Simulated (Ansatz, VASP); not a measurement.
## Two plane-wave programs on Ge

```
Ge
1.0
     3.94356    0.00000    0.00000
    -1.97178    3.41522    0.00000
     0.00000    0.00000    6.51019
Ge
4
Direct
  0.33333 0.66667 0.93710
  0.66667 0.33333 0.43710
  0.33333 0.66667 0.56290
  0.66667 0.33333 0.06290
```

Change from the starting cell: volume scaled by 0.96.

Alike in both runs: task single point; functional PBE; k mesh 8 × 8 × 4; occupations fermi-dirac, width 0.05 eV; no spin polarisation.

|  | VASP | Ansatz |
| --- | --- | --- |
| version | VASP 6.6.1 | Ansatz 0.2.0 |
| potentials or method | VASP PAW PBE potentials, release 64 (Ge_d) | Ansatz PAW |
| plane-wave cutoff (eV) | 520 | 420 |
| valence electrons in the cell | 56 | 56 |

Ansatz gave:

```
gap on the k mesh at the Fermi level (eV)       : none
pressure (GPa)                                  : 6.1
largest component of the traceless stress (GPa) : 0.21
rms of the force components (eV/Å)              : 0.014
```

Problem. What did VASP give for the same quantities?

Solution. gap on the k mesh at the Fermi level (eV): none; pressure (GPa): 6.1; largest component of the traceless stress (GPa): 0.20; rms of the force components (eV/Å): 0.013.

Atom by atom the forces differ by 0.000 eV/Å (rms over components). A gap of «none» marks a metal or a gap that the smearing closes. The functional is the same, so the differences come from potentials, cutoffs and numerics.
